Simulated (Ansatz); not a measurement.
A (111) slab of HfC (Fm-3m (No. 225)), 11 planes, outer planes Hf (top) and Hf (bottom), with 11 atoms (Hf6C5) in a surface cell of A = 9.192 Å², as cut from the bulk:

```xyz
11
Lattice="3.2579 0.0000 0.0000 -1.6289 2.8214 0.0000 0.0000 0.0000 28.3002" Properties=species:S:1:pos:R:3 pbc="T T T"
Hf    0.0000    1.8809    7.5000
C     1.6289    0.9405    8.8300
Hf    0.0000    0.0000   10.1600
C     0.0000    1.8809   11.4901
Hf    1.6289    0.9405   12.8201
C     0.0000    0.0000   14.1501
Hf    0.0000    1.8809   15.4801
C     1.6289    0.9405   16.8101
Hf    0.0000    0.0000   18.1402
C     0.0000    1.8809   19.4702
Hf    1.6289    0.9405   20.8002
```

The calculation used Ansatz 0.2.0, DFT PBEsol, scalar-relativistic, plane waves, PAW. Cutoff 420 eV; k points 12×12×1 on the computed 11-atom cell (Γ-centred); Gaussian smearing, width 0.10 eV; no spin polarisation. The cell repeats along c with a dipole correction in the vacuum.

The relaxed slab holds 5 formula units of HfC and 1 further Hf. Against those formula units in the bulk and the further Hf in its standard state it lies 2.122 eV higher. The formation energy of HfC from the standard states is -1.991 eV a formula unit (uncorrected, no zero-point or thermal terms).

(1) Over what range can the chemical potential of Hf vary, and what is the surface energy at both ends?

(2) How does its energy depend on growth conditions?

## Answers

(1) In contact with the bulk, μ(Hf) + μ(C) is fixed. With Δμ counted from the standard states, Δμ(Hf) ≤ 0 keeps elemental Hf from forming, and Δμ(C) ≤ 0 requires Δμ(Hf) ≥ ΔH = -1.991 eV. Other compounds of Hf and C can narrow this range. Then γ, the mean of both faces, = [2.122 eV − 1.00·Δμ(Hf)]/(2A). At the Hf-rich end (Δμ = 0): 2.122/(2 × 9.192) × 16.02 = 1.85 J/m². At the Hf-poor end: (2.122 + 1.991)/(2 × 9.192) × 16.02 = 3.58 J/m².

(2) It carries an excess of Hf, so its energy falls by 0.87 J/m² for each eV that μ(Hf) rises: Hf-rich conditions lower it; whether it appears depends on the other terminations.